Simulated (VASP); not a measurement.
# Mg2Si (Fm-3m) in VASP: further runs, part 2 of 2

VASP 6.6.1. Earlier steps stand in the parts before.

### Step 3. Relaxation of cell and atoms, LDA

Contents of INCAR:

```
SYSTEM = Mg2Si
  PREC = Accurate
  ENCUT = 600
  EDIFF = 1E-7
  ISMEAR = 0
  SIGMA = 0.1
  LREAL = .FALSE.
  LASPH = .TRUE.
  NELM = 60
  ALGO = Fast
  ISIF = 3
  LWAVE = .FALSE.
  LCHARG = .FALSE.
  IBRION = 2
  NSW = 90
  EDIFFG = -0.005
```

Contents of KPOINTS:

```
Automatic mesh
0
G
  10 10 10
  0 0 0
```

Contents of POSCAR:

```
Mg2Si
1.0
    0.0000000000      3.1698179200      3.1698179200
    3.1698179200      0.0000000000      3.1698179200
    3.1698179200      3.1698179200      0.0000000000
Mg Si
2 1
Direct
    0.2500000000      0.2500000000      0.2500000000
    0.7500000000      0.7500000000      0.7500000000
    0.0000000000      0.0000000000      0.0000000000
```

Potentials or basis: VASP PAW LDA potentials, release 64 (Mg, Si).

Started as:

```console
> cat potpaw_LDA.64/Mg/POTCAR potpaw_LDA.64/Si/POTCAR > POTCAR
> mpirun -np 1 vasp_std > vasp.out
```

OUTCAR:

```text
SYSTEM = Mg2Si
   PREC = Accurate
   ENCUT = 600
   EDIFF = 1E-7
   ISMEAR = 0
   LREAL = .FALSE.
   LASPH = .TRUE.
   NELM = 60
   ISIF = 3
   IBRION = 2
   NSW = 90
   EDIFFG = -0.005

 ion  position               nearest neighbor table
   1  0.250  0.250  0.250-   3 2.75   3 2.75   3 2.75   3 2.75   2 3.17   2 3.17   2 3.17   2 3.17
                             2 3.17   2 3.17
   2  0.750  0.750  0.750-   3 2.75   3 2.75   3 2.75   3 2.75   1 3.17   1 3.17   1 3.17   1 3.17
                             1 3.17   1 3.17
   3  0.000  0.000  0.000-   2 2.75   2 2.75   2 2.75   1 2.75   2 2.75   1 2.75   1 2.75   1 2.75

  LATTYP: Found a face centered cubic cell.
 ALAT       =     6.3396358400

  Lattice vectors:

 A1 = (   0.0000000000,   3.1698179200,   3.1698179200)
 A2 = (   3.1698179200,   0.0000000000,   3.1698179200)
 A3 = (   3.1698179200,   3.1698179200,   0.0000000000)

Analysis of symmetry for initial positions (statically):
=====================================================================
 Subroutine PRICEL returns:
 Original cell was already a primitive cell.

 Routine SETGRP: Setting up the symmetry group for a
 face centered cubic supercell.

 Subroutine GETGRP returns: Found 48 space group operations
 (whereof 48 operations were pure point group operations)
 out of a pool of 48 trial point group operations.

The static configuration has the point symmetry O_h .

Analysis of symmetry for dynamics (positions and initial velocities):
=====================================================================
 Subroutine PRICEL returns:
 Original cell was already a primitive cell.

 Routine SETGRP: Setting up the symmetry group for a
 face centered cubic supercell.

 Subroutine GETGRP returns: Found 48 space group operations
 (whereof 48 operations were pure point group operations)
 out of a pool of 48 trial point group operations.

The dynamic configuration has the point symmetry O_h .

 Subroutine INISYM returns: Found 48 space group operations
[... 138 lines left out ...]

--------------------------------------- Ionic step        1  -------------------------------------------

 number of electron       8.0000000 magnetization

 Free energy of the ion-electron system (eV)
  ---------------------------------------------------
  ext. energy  EPLUGINS =         0.00000000
  ---------------------------------------------------
  free energy    TOTEN  =       -10.11304856 eV

  energy without entropy =      -10.11278490  energy(sigma->0) =      -10.11291673

------------------------ aborting loop because EDIFF is reached ----------------------------------------

  FORCE on cell =-STRESS in cart. coord.  units (eV):
  Direction    XX          YY          ZZ          XY          YZ          ZX
  --------------------------------------------------------------------------------------
  -------------------------------------------------------------------------------------
  Total       -0.9356446     -0.9356446     -0.9356446      0.0000000      0.0000000     -0.0000000
  in kB      -23.5336106    -23.5336106    -23.5336106      0.0000000      0.0000000     -0.0000000
  external PRESSURE =     -23.5336106 kB  Pullay stress =       0.0000000 kB
[... 61 lines left out ...]
--------------------------------------- Ionic step        3  -------------------------------------------

 number of electron       8.0000000 magnetization

 Free energy of the ion-electron system (eV)
  ---------------------------------------------------
  ext. energy  EPLUGINS =         0.00000000
  ---------------------------------------------------
  free energy    TOTEN  =       -10.13330143 eV

  energy without entropy =      -10.13289804  energy(sigma->0) =      -10.13309974

 E-fermi :   3.8576     XC(G=0):  -9.1488

 val. band max:        3.7864974070   @ k =   0.0000   0.0000   0.0000
 cond. band min:       3.8936822479   @ k =   0.5000   0.5000   0.0000
 fundamental gap:      0.1071848409
 Fermi energy:         3.8576474460

 k-point     1 :       0.0000    0.0000    0.0000
  band No.  band energies     occupation
      1      -5.5442      2.00000
      2       3.7865      1.68569
      3       3.7865      1.68569
      4       3.7865      1.68569
      5       5.8214      0.00000
      6       6.3603      0.00000
      7       6.3603      0.00000
      8       6.3603      0.00000
[... 243 lines left out ...]
 k-point    24 :       0.4000    0.3000    0.0000
  band No.  band energies     occupation
      1      -4.1000      2.00000
      2       0.1368      2.00000
      3       1.6962      2.00000
      4       2.0834      2.00000
      5       4.5487      0.00000
      6       5.0962      0.00000
      7       9.3786      0.00000
      8       9.4382      0.00000

 [... further k-points ...]

------------------------ aborting loop because EDIFF is reached ----------------------------------------

  FORCE on cell =-STRESS in cart. coord.  units (eV):
  Direction    XX          YY          ZZ          XY          YZ          ZX
  --------------------------------------------------------------------------------------
  -------------------------------------------------------------------------------------
  Total        0.0006949      0.0006949      0.0006949     -0.0000000     -0.0000000      0.0000000
  in kB        0.0182398      0.0182398      0.0182398     -0.0000000     -0.0000000      0.0000000
  external PRESSURE =       0.0182398 kB  Pullay stress =       0.0000000 kB
[... 18 lines left out ...]
  FREE ENERGIE OF THE ION-ELECTRON SYSTEM (eV)
  ---------------------------------------------------
  free  energy   TOTEN  =       -10.1333014334 eV

  energy  without entropy=      -10.1328980383  energy(sigma->0) =      -10.13309974

 reached required accuracy - stopping structural energy minimisation
```

OSZICAR:

```text
N       E                     dE             d eps       ncg     rms          rms(c)
DAV:   1     0.419632975255E+01    0.41963E+01   -0.29675E+03   752   0.812E+02
DAV:   2    -0.103165320385E+02   -0.14513E+02   -0.13679E+02  1048   0.679E+01
DAV:   3    -0.107200678994E+02   -0.40354E+00   -0.40280E+00  1048   0.116E+01
[... 28 lines left out ...]
RMM:   2    -0.101333090916E+02    0.46362E-04   -0.76836E-05   752   0.498E-02    0.157E-02
RMM:   3    -0.101333020057E+02    0.70859E-05   -0.33823E-05   752   0.318E-02    0.336E-03
RMM:   4    -0.101333015317E+02    0.47401E-06   -0.20227E-06   751   0.127E-02    0.192E-03
RMM:   5    -0.101333014282E+02    0.10355E-06   -0.37506E-07   723   0.554E-03    0.133E-03
RMM:   6    -0.101333014334E+02   -0.52261E-08   -0.65008E-08   479   0.248E-03
   3 F= -.10133301E+02 E0= -.10133100E+02  d E =-.202529E-01
```

CONTCAR:

```text
Mg2Si
   1.00000000000000
     0.0000000000000000    3.1250308137359335    3.1250308137359335
     3.1250308137359335    0.0000000000000000    3.1250308137359335
     3.1250308137359335    3.1250308137359335   -0.0000000000000000
  Mg              Si
     2     1
Direct
     0.2500000000000000    0.2500000000000000    0.2500000000000000
     0.7500000000000000    0.7500000000000000    0.7500000000000000
     0.0000000000000000    0.0000000000000000    0.0000000000000000

  0.00000000E+00  0.00000000E+00  0.00000000E+00
  0.00000000E+00  0.00000000E+00  0.00000000E+00
  0.00000000E+00  0.00000000E+00  0.00000000E+00
```

It took 24 s on 1 thread of Intel Xeon 6975P-C (Granite Rapids), shared host; peak memory 0.2 GiB.

Results:

- Free energy: -10.1333 eV
- Relaxed volume: 20.35 Å³/atom
- Relaxed cell: a = 4.419 Å, b = 4.419 Å, c = 4.419 Å, α = 60.00°, β = 60.00°, γ = 60.00°
- Space group after relaxing (to 0.05 Å): Fm-3m (No. 225)
- Energy gained by relaxing: 6.8 meV/atom
- Ionic steps: 3
- Pressure after relaxing: 0.0 GPa
- Band gap on the k mesh: 0.11 eV, indirect (least direct gap 2.03 eV)

The path:
```tsv
step	energy change (eV)	largest force (eV/Å)	pressure (GPa)	volume (Å³)
1	0.0000	0.0000	-2.35	63.70
2	-0.0202	0.0000	0.17	60.87
3	-0.0203	0.0000	0.00	61.04
```

Final structure:
```
Mg Si
1.0
     0.00000    3.12503    3.12503
     3.12503    0.00000    3.12503
     3.12503    3.12503    0.00000
Mg Si
2 1
Cartesian
  1.5625 1.5625 1.5625
  4.6875 4.6875 4.6875
  0.0000 0.0000 0.0000
```

A k mesh can miss the band edges. LDA gaps usually lie below the measured ones, often by a third to a half.

### Step 4. Relaxation of cell and atoms, PBE

Edit INCAR of step 3 so:

```diff
@@ -13,2 +13,3 @@
   LCHARG = .FALSE.
+  GGA = PE
   IBRION = 2
```

KPOINTS is that of step 3.

POSCAR is that of step 3.

Potentials or basis: VASP PAW PBE potentials, release 64 (Mg, Si).

Started as:

```console
> cat potpaw_PBE.64/Mg/POTCAR potpaw_PBE.64/Si/POTCAR > POTCAR
> mpirun -np 1 vasp_std > vasp.out
```

OUTCAR:

```text
SYSTEM = Mg2Si
   PREC = Accurate
   ENCUT = 600
   EDIFF = 1E-7
   ISMEAR = 0
   LREAL = .FALSE.
   LASPH = .TRUE.
   NELM = 60
   ISIF = 3
   GGA = PE
   IBRION = 2
   NSW = 90
   EDIFFG = -0.005

 ion  position               nearest neighbor table
   1  0.250  0.250  0.250-   3 2.75   3 2.75   3 2.75   3 2.75   2 3.17   2 3.17   2 3.17   2 3.17
                             2 3.17   2 3.17
   2  0.750  0.750  0.750-   3 2.75   3 2.75   3 2.75   3 2.75   1 3.17   1 3.17   1 3.17   1 3.17
                             1 3.17   1 3.17
   3  0.000  0.000  0.000-   2 2.75   2 2.75   2 2.75   1 2.75   2 2.75   1 2.75   1 2.75   1 2.75

  LATTYP: Found a face centered cubic cell.
 ALAT       =     6.3396358400

  Lattice vectors:

 A1 = (   0.0000000000,   3.1698179200,   3.1698179200)
 A2 = (   3.1698179200,   0.0000000000,   3.1698179200)
 A3 = (   3.1698179200,   3.1698179200,   0.0000000000)

Analysis of symmetry for initial positions (statically):
=====================================================================
 Subroutine PRICEL returns:
 Original cell was already a primitive cell.

 Routine SETGRP: Setting up the symmetry group for a
 face centered cubic supercell.

[... 229 lines left out ...]
      2       3.5648      1.89689
      3       3.5648      1.89689
      4       3.5648      1.89689
      5       5.4134      0.00000
      6       6.1284      0.00000
      7       6.1284      0.00000
      8       6.1284      0.00000
[... 243 lines left out ...]
 k-point    24 :       0.4000    0.3000    0.0000
  band No.  band energies     occupation
      1      -4.1656      2.00000
      2       0.0203      2.00000
      3       1.5626      2.00000
      4       1.9318      2.00000
      5       4.3806      0.00000
      6       4.8981      0.00000
      7       8.9978      0.00000
      8       9.1110      0.00000

 [... further k-points ...]

------------------------ aborting loop because EDIFF is reached ----------------------------------------

  FORCE on cell =-STRESS in cart. coord.  units (eV):
  Direction    XX          YY          ZZ          XY          YZ          ZX
  --------------------------------------------------------------------------------------
  -------------------------------------------------------------------------------------
  Total       -0.0121833     -0.0121833     -0.0121833     -0.0000000      0.0000000      0.0000000
  in kB       -0.3033645     -0.3033645     -0.3033645     -0.0000000      0.0000000      0.0000000
  external PRESSURE =      -0.3033645 kB  Pullay stress =       0.0000000 kB

 VOLUME and BASIS-vectors are now :
 -----------------------------------------------------------------------------
  energy-cutoff  :      600.00
  volume of cell :       64.34
      direct lattice vectors                 reciprocal lattice vectors
     0.000000000  3.180488194  3.180488194    -0.157208570  0.157208570  0.157208570
     3.180488194  0.000000000  3.180488194     0.157208570 -0.157208570  0.157208570
     3.180488194  3.180488194  0.000000000     0.157208570  0.157208570 -0.157208570

 POSITION                                       TOTAL-FORCE (eV/Angst)
 -----------------------------------------------------------------------------------
      1.59024      1.59024      1.59024        -0.000000      0.000000     -0.000000
      4.77073      4.77073      4.77073        -0.000000     -0.000000      0.000000
      3.18049      3.18049      0.00000         0.000000     -0.000000     -0.000000
 -----------------------------------------------------------------------------------
    total drift:                               -0.000000     -0.000000     -0.000000

  FREE ENERGIE OF THE ION-ELECTRON SYSTEM (eV)
  ---------------------------------------------------
  free  energy   TOTEN  =        -8.9172884054 eV

  energy  without entropy=       -8.9171443067  energy(sigma->0) =       -8.91721636

 reached required accuracy - stopping structural energy minimisation
```

Wall time 21 s (1 thread of Intel Xeon 6975P-C (Granite Rapids), shared host); peak memory 0.22 GiB.

Results:

| Quantity | Value |
| --- | --- |
| Free energy | -8.9173 eV |
| Relaxed volume | 21.45 Å³/atom |
| Relaxed cell | a = 4.498 Å, b = 4.498 Å, c = 4.498 Å, α = 60.00°, β = 60.00°, γ = 60.00° |
| Space group after relaxing (to 0.05 Å) | Fm-3m (No. 225) |
| Energy gained by relaxing | 0.3 meV/atom |
| Ionic steps | 2 |
| Pressure after relaxing | 0.0 GPa |
| Band gap on the k mesh | 0.21 eV, indirect (least direct gap 1.85 eV) |

The path:
```
step  energy change (eV)  largest force (eV/Å)  pressure (GPa)  volume (Å³)
   1              0.0000                0.0000            0.53        63.70
   2             -0.0010                0.0000           -0.03        64.34
```

Final structure:
```
Mg Si
1.0
     0.00000    3.18049    3.18049
     3.18049    0.00000    3.18049
     3.18049    3.18049    0.00000
Mg Si
2 1
Direct
  0.25000 0.25000 0.25000
  0.75000 0.75000 0.75000
  0.00000 0.00000 0.00000
```

A k mesh can miss the band edges. A hybrid or GW would open this gap; PBE tends to underestimate it.

### Step 5. Overview

| level | potentials or basis | gap on the mesh (eV) | pressure (GPa) | relaxed volume (Å³/atom) |
| --- | --- | --- | --- | --- |
| PBEsol | VASP PAW PBE potentials, release 64 (Mg, Si) | 0.11 | 0.0 | 21.07 |
| LDA | VASP PAW LDA potentials, release 64 (Mg, Si) | 0.11 | 0.0 | 20.35 |
| PBE | VASP PAW PBE potentials, release 64 (Mg, Si) | 0.21 | 0.0 | 21.45 |

Alike in all rows: task relaxation of cell and atoms; no spin polarisation; cell relaxed; k mesh 10 × 10 × 10; cutoff (eV) 600; smearing gaussian 0.1 eV.

Caveats: the PAW data sets were made with another functional, which shifts forces and pressure a little (some runs).

Total energies depend on the potentials used, so only differences within one code and one set of settings carry meaning.
